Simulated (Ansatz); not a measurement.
# Does disorder add resistance in series? Ti(0001) layers with 12.5 % Al

Two lengths of the disordered region are known. What area resistance does the third give?

**Method.** Ansatz 0.2.0, plane waves with PAW datasets at their recommended cutoffs (420 eV for most), Fermi-Dirac smearing; ballistic transmission by layer matching. The area resistance is RA = A (h/2e²)(1/T − 1/N), with T the zone-mean transmission per spin and N the lead's channels, both averaged over a few energies near the Fermi level; for magnets each spin is taken apart, with h/e², and the two conduct in parallel. Lateral cell 2x2, PBE, a fresh random draw for each length.

Results; the value marked ? is to be predicted:

| length (Å) | channels N | RA (fΩ m²) |
| --- | --- | --- |
| 4.69 | 2.708 | 1.36 |
| 14.1 | 2.708 | 2.67 |
| 23.4 | 2.708 | ? |

**Fit on the rows shown.**

Ohm's law makes RA linear in the length: the slope is (2.67 − 1.36)/(14.1 − 4.69) = 0.139 fΩ m² per Å, or 139 µΩ cm. Then 2.67 + 0.139 × 9.37. Predicted: 3.97 fΩ m².

**The withheld run.**

3.69 fΩ m², so the prediction is 7.5 % too high. The three lengths together give 125 µΩ cm. The two increments are 1.3 and 1.0 fΩ m², roughly as Ohm's law has it, though with one draw for each length that is a weak test.

**Limits.** The scatterers repeat sideways with the small cell. The slope is a raw one; a model of isotropic scattering puts it 1.01 times the bulk value over these lengths. Atoms sit unrelaxed on the host's lattice, and the pair may not mix at random in practice.
